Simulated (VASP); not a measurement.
# Sb: single point with LDA

Sb:

```
CELL_PARAMETERS angstrom
3.03861 0.00000 0.00000
0.00000 3.03861 0.00000
0.00000 0.00000 3.03861
ATOMIC_POSITIONS crystal
Sb 0.00000 0.00000 0.00000
```

This isn't the form of Sb at room conditions, which is rhombohedral.

```
Program                : VASP 6.6.1
Task                   : single point
Functional             : LDA
Potentials or basis    : VASP PAW LDA potentials, release 64 (Sb)
Cutoff                 : 520 eV
k mesh                 : 17 × 17 × 17
Occupations            : fermi-dirac, width 0.1 eV
Spin                   : no spin polarisation
Dipole correction      : no
Further INCAR settings : ALGO = Normal; EDIFF = 1e-07; NBANDS = 8
```

```yaml
Pressure: 0.4 GPa
Band_gap_on_the_k_mesh: none (metal or under the smearing width)
```

Levels at points of the mesh, in eV from the Fermi level:
| k point | band 1 | band 2 | band 3 | band 4 | band 5 | band 6 |
| --- | --- | --- | --- | --- | --- | --- |
| (0.00, 0.00, 0.00) | -12.88 | 3.40 | 3.40 | 3.40 | 6.97 | 6.97 |

It took 9.5 s on 1 thread of Intel(R) Xeon(R) Platinum 8559C (Emerald Rapids), on a shared host, peak memory 0.14 GiB.

Spin-orbit coupling is left out, which matters for the levels of Sb.
